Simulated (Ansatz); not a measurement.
A surface is cut from this relaxed crystal of Bi₂Te₃:

```xyz
5
Lattice="2.1904 1.2646 10.1078 -2.1904 1.2646 10.1078 0.0000 -2.5293 10.1078" Properties=species:S:1:pos:R:3 pbc="T T T"
Bi    0.0000    0.0000   12.1240
Bi    0.0000    0.0000   18.1993
Te    0.0000    0.0000    0.0000
Te    0.0000    0.0000    6.3681
Te    0.0000    0.0000   23.9552
```

Miller indices refer to the conventional cell of R-3m (No. 166), a = 4.381 Å, b = 4.381 Å, c = 30.323 Å, α = 90.00°, β = 90.00°, γ = 120.00°. The bulk's gap is 0.22 eV.

The (101) slab of 15 planes, 10.5 Å thick with 15 Å of vacuum as cut; outer planes Bi (top) and Bi (bottom).

All numbers below come from DFT PBEsol, scalar-relativistic, plane waves, PAW in Ansatz. Plane waves to 420 eV, a k mesh through Γ of 8×4×1 on the computed 15-atom cell and Gaussian smearing (0.05 eV); no spin polarisation. A dipole correction removes the field between periodic images along c.

The slab's middle planes relax by over 3 % too, so it holds no bulk-like region.

With the atoms at the bulk's places:

For the slab as cut, the surface energy (mean of both faces) is 0.91 J/m² and the gap of the slab on the mesh is none (metal or semimetal). The work function is 4.25 eV.

**Question.** What changes when all atoms relax within this surface cell and its symmetry?

**Answer.** The energy falls by 0.220 J/m² a face, and the largest move is 0.39 Å.

For the relaxed slab, the surface energy (mean of both faces) is 0.69 J/m². The gap of the slab on the mesh is none (metal or semimetal) and the work function is 4.12 eV.

| plane (bottom to top) | atoms | spacing to next, bulk (Å) | relaxed (Å) | change (%) |
| --- | --- | --- | --- | --- |
| 1 | Bi | 0.715 | 0.485 | -32.1 |
| 2 | Te | 0.791 | 0.542 | -31.4 |
| 3 | Te | 0.791 | 0.926 | +17.1 |
| 4 | Te | 0.715 | 0.570 | -20.2 |
| 5 | Bi | 0.754 | 0.921 | +22.1 |
| 6 | Bi | 0.715 | 0.737 | +3.1 |
| 7 | Te | 0.791 | 0.709 | -10.4 |
| 8 | Te | 0.791 | 0.709 | -10.4 |
| 9 | Te | 0.715 | 0.737 | +3.1 |
| 10 | Bi | 0.754 | 0.921 | +22.1 |
| 11 | Bi | 0.715 | 0.570 | -20.2 |
| 12 | Te | 0.791 | 0.926 | +17.1 |
| 13 | Te | 0.791 | 0.542 | -31.4 |
| 14 | Te | 0.715 | 0.485 | -32.1 |
| 15 | Bi |  |  |  |

Spin-orbit coupling is left out, which matters for the bands of heavy elements. Gaps are read on the k points sampled, so a band crossing between them can be missed.